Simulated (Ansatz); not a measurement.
Crystal: Sc, bcc type, 1 atom in the cell.

The calculation used Ansatz 0.2.0 development build, PBE, plane waves, PAW datasets (generated soft set 1).

Cutoff 700 eV; k-mesh 21×21×21 Γ-centred; Fermi–Dirac smearing of 0.0612 eV; no spin polarisation.

(1) What equilibrium volume, lattice constant and bulk modulus does this give?

## Answers

(1) V₀ = 24.884 Å³/atom (a₀ = 3.678 Å), B₀ = 53.0 GPa, B₀′ = 3.26. The points behind the fit:

```
V (Å³/atom)   a (Å)  E − E(min) (meV/atom)  P (GPa)
     23.889  3.6286                   6.97     2.31
     24.387  3.6536                   1.69     1.11
     24.884  3.6783                   0.00     0.00
     25.382  3.7027                   1.61    -1.02
     25.880  3.7267                   6.24    -1.95
     26.377  3.7505                  13.65    -2.81
```

The published all-electron PBE values for this crystal (mean of FLEUR and WIEN2k, k-spacing 0.06 Å⁻¹; Bosoni et al., Nat. Rev. Phys. 6, 45 (2024)) are V₀ = 24.886 Å³/atom, B₀ = 53.0 GPa, B₀′ = 3.25. This run's mesh is coarser (spacing 0.11 Å⁻¹), so part of any difference comes from k-sampling.

This cubic structure is a model: it isn't the usual form of the substance at ambient conditions, and such phases are metastable or hypothetical. Spin polarisation is left out, and a magnetic state may lie lower.
